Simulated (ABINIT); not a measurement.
The system is C.

```xyz
2
Lattice="0.0000 1.7834 1.7834 1.7834 0.0000 1.7834 1.7834 1.7834 0.0000" Properties=species:S:1:pos:R:3 pbc="T T T"
C     2.6751    2.6751    2.6751
C     1.7834    1.7834    1.7834
```

This isn't the form of C at room conditions, which is graphite.

Base run:

* Program: ABINIT 10.8.3 (patched build)
* Functional: RPBE
* Potentials or basis: JTH PAW PBE v2.0
* Cutoff: 544 eV
* k mesh: 13 × 13 × 13
* Occupations: fermi-dirac, width 0.05 eV
* Spin: no spin polarisation

Its results: band gap on the k mesh 4.14 eV, indirect (least direct gap 5.60 eV); pressure 7.2 GPa.

Question: The run is repeated on the same cell with these changes: functional from RPBE to SOGGA. What comes out?

Answer: Band gap on the k mesh 3.92 eV, indirect (least direct gap 5.50 eV); pressure -7.3 GPa.

SOGGA binds more tightly than RPBE, so the same cell stands under less pressure.

Caveats: the PAW data sets were made with another functional, which shifts forces and pressure a little; the atomic spheres overlap.
